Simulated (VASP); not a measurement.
Results of a VASP single-point calculation on GaN (zincblende)

POSCAR

```
Ga N
 1.0000000000000000
     0.0000000000000000    2.2489525410988409    2.2489525410988409
     2.2489525410988409    0.0000000000000000    2.2489525410988409
     2.2489525410988409    2.2489525410988409    0.0000000000000000
 Ga  N
   1   1
Cartesian
  0.0000000000000000 -0.0000000000000000  0.0000000000000000
  1.1244762705494205  1.1244762705494205  1.1244762705494205
```

The gap between bands v and c is 2.16 eV and the least direct gap is 2.16 eV.

Band v is the last that the valence electrons fill when counted band by band, and c is the next. Levels in eV from the top of v:

```
point    v−1      v     c    c+1
    Γ   0.00   0.00  2.16  11.04
    X  -2.81  -2.81  3.77   7.28
    K  -4.38  -2.26  5.47   8.57
    L  -1.01  -1.01  5.20   9.47
    W  -3.82  -3.73  6.74   9.16
```

**Question.** Which of these levels of theory gave these results?
A. LDA
B. PBEsol
C. HSE06
D. r²SCAN
E. PBE0
F. PBE with spin–orbit coupling
G. PBE

**Answer.** D.

The INCAR was:

```
ISMEAR = 0
ISIF = 2
METAGGA = R2SCAN
LREAL = .FALSE.
PREC = Accurate
NBANDS = 16
NSW = 0
LASPH = .TRUE.
LCHARG = .TRUE.
SIGMA = 0.01
ENCUT = 520
LWAVE = .FALSE.
ALGO = Normal
IBRION = -1
NELM = 120
EDIFF = 1E-7
LELF = .TRUE.
```
